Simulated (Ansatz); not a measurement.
# Cd: competing structures

Theory: DFT PBEsol, scalar-relativistic, plane waves, PAW (Ansatz 0.2.0). Settings: cutoff 420 eV, Γ-centred meshes no coarser than 0.19 Å⁻¹ for metals and 0.3 Å⁻¹ for insulators (2π included), Gaussian smearing.

Temperature and zero-point effects are left out. The comparison covers the computed candidates alone. The k mesh leaves about 4 meV/atom of noise in metals. No run is spin-polarised.

```
 #                     started from         space group  atoms  V (Å³/atom)  ΔE (meV/atom)  gap on mesh (eV)
 1                    database cell  P6_3/mmc (No. 194)      2         21.1              0              0.00
 2               samarium (9R) type      R-3m (No. 166)      3         21.1              4              0.00
 3                    database cell  P6_3/mmc (No. 194)      4         21.1              5              0.00
 4      alpha-gallium type, changed    I4/mmm (No. 139)      1         21.3             11              0.00
 5                    database cell     Fm-3m (No. 225)      1         20.9             14              0.00
 6                    database cell  P6_3/mmc (No. 194)      4         20.8             15              0.00
 7         beta-tungsten (A15) type     Pm-3n (No. 223)      8         21.2             30              0.00
 8   black phosphorus type, changed       Fmmm (No. 69)      2         22.4             69              0.00
 9  trigonal selenium type, changed      R-3m (No. 166)      1         21.5             72              0.00
10                    database cell     Im-3m (No. 229)      1         21.3             76              0.00
11                       omega type    P6/mmm (No. 191)      3         21.6             86              0.00
12            simple hexagonal type    P6/mmm (No. 191)      1         23.2            109              0.00
13                    beta-tin type  I4_1/amd (No. 141)      2         23.5            148              0.00
14                simple cubic type     Pm-3m (No. 221)      1         24.6            185              0.00
15        alpha-boron type, changed      R-3m (No. 166)     12         26.8            220              0.00
16                     diamond type     Fd-3m (No. 227)      2         33.4            477              0.00
```

The first two are tied within the noise. The first: Space group P6_3/mmc (No. 194), hexagonal, a = 2.943 Å, c = 5.616 Å. Cd is coordinated by 6 Cd at 2.94 Å and 6 Cd at 3.28 Å.

```xyz
2
Lattice="2.9431 0.0000 0.0000 -1.4716 2.5488 0.0000 0.0000 0.0000 5.6160" Properties=species:S:1:pos:R:3 pbc="T T T"
Cd    0.0000    1.6992    1.4040
Cd    1.4716    0.8496    4.2120
```

The second: Space group R-3m (No. 166), trigonal, a = 2.946 Å, c = 25.283 Å. Around Cd on Wyckoff site a (1 atom of the primitive cell) lie 6 Cd at 2.95 Å and 6 Cd at 3.29 Å; around Cd on Wyckoff site c (2 atoms of the primitive cell) lie 6 Cd at 2.95 Å and 6 Cd at 3.28–3.29 Å.